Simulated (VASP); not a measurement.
## VASP 6.6.1 run: SiO2

INCAR

```
EDIFF = 1E-7
IBRION = -1
LCHARG = .FALSE.
ISIF = 2
MAGMOM = -3 3 -3 3 3 3
GGA = PE
ENCUT = 520
ISPIN = 2
LASPH = .TRUE.
LREAL = .FALSE.
NBANDS = 25
SIGMA = 0.02
LWAVE = .FALSE.
PREC = Accurate
NSW = 0
ISMEAR = -1
ALGO = Fast
NELM = 63
```

KPOINTS

```
KPOINTS created by Atomic Simulation Environment
0
Gamma
6 6 10
0 0 0
```

POSCAR

```
Si O
 1.0000000000000000
     4.1851887985999996    0.0000000000000000    0.0000000000000000
     0.0000000000000000    4.1851887985999996    0.0000000000000000
     0.0000000000000000    0.0000000000000000    2.6421514920000000
 Si  O
   2   4
Cartesian
  0.0000000000000000  0.0000000000000000  0.0000000000000000
  2.0925943992999998  2.0925943992999998  1.3210757460000000
  1.2810905141069575  1.2810905141069575  0.0000000000000000
  0.8115038851930421  3.3736849134069575  1.3210757460000000
  3.3736849134069575  0.8115038851930421  1.3210757460000000
  2.9040982844930419  2.9040982844930419  0.0000000000000000
```

The recommended PBE PAW datasets give the neutral cell 32 valence electrons.

Command

```
mpirun -np 1 vasp_std
```

Q: Predict the outcome of this run.

A: It converged. Results: pressure 13.8 GPa; largest force 0.12 eV/Å; magnetic moment of the cell 0.00 μB.

OSZICAR

```
N       E                     dE             d eps       ncg     rms          rms(c)
DAV:   1     0.149214658683E+03    0.14921E+03   -0.17959E+04  7840   0.122E+03
DAV:   2    -0.299378751513E+02   -0.17915E+03   -0.17185E+03  9741   0.281E+02
DAV:   3    -0.368658353255E+02   -0.69280E+01   -0.68955E+01 10416   0.533E+01
DAV:   4    -0.369108408942E+02   -0.45006E-01   -0.44992E-01  9158   0.495E+00
DAV:   5    -0.369111946219E+02   -0.35373E-03   -0.35366E-03 10484   0.414E-01    0.376E+01
RMM:   6    -0.455445344184E+02   -0.86333E+01   -0.19119E+01  7946   0.227E+01    0.104E+01
RMM:   7    -0.461433235230E+02   -0.59879E+00   -0.29527E+00  8856   0.100E+01    0.474E+00
RMM:   8    -0.462134511178E+02   -0.70128E-01   -0.51224E-01  9857   0.402E+00    0.259E+00
RMM:   9    -0.462200421522E+02   -0.65910E-02   -0.71480E-02  9943   0.162E+00    0.121E+00
RMM:  10    -0.462251277110E+02   -0.50856E-02   -0.17471E-02  9822   0.997E-01    0.241E-01
RMM:  11    -0.462251860276E+02   -0.58317E-04   -0.34905E-03 10117   0.371E-01    0.163E-01
RMM:  12    -0.462254960514E+02   -0.31002E-03   -0.19506E-03 10030   0.265E-01    0.104E-01
RMM:  13    -0.462254677575E+02    0.28294E-04   -0.19703E-04  9861   0.900E-02    0.400E-02
RMM:  14    -0.462254477404E+02    0.20017E-04   -0.16795E-04  9966   0.797E-02    0.899E-03
RMM:  15    -0.462254502855E+02   -0.25450E-05   -0.16235E-05 10202   0.244E-02    0.894E-03
RMM:  16    -0.462254493548E+02    0.93062E-06   -0.28772E-06 10106   0.904E-03    0.582E-03
RMM:  17    -0.462254488679E+02    0.48690E-06   -0.14417E-06 10000   0.658E-03    0.267E-03
RMM:  18    -0.462254487830E+02    0.84898E-07   -0.45557E-07  8638   0.378E-03
   1 F= -.46225449E+02 E0= -.46225449E+02  d E =-.974551E-13  mag=    -0.0000
```

For comparison, a separate PBE run of the intended cell, on usual settings and not on those above, gives a gap of 5.76 eV on its mesh and a pressure of 13.8 GPa.
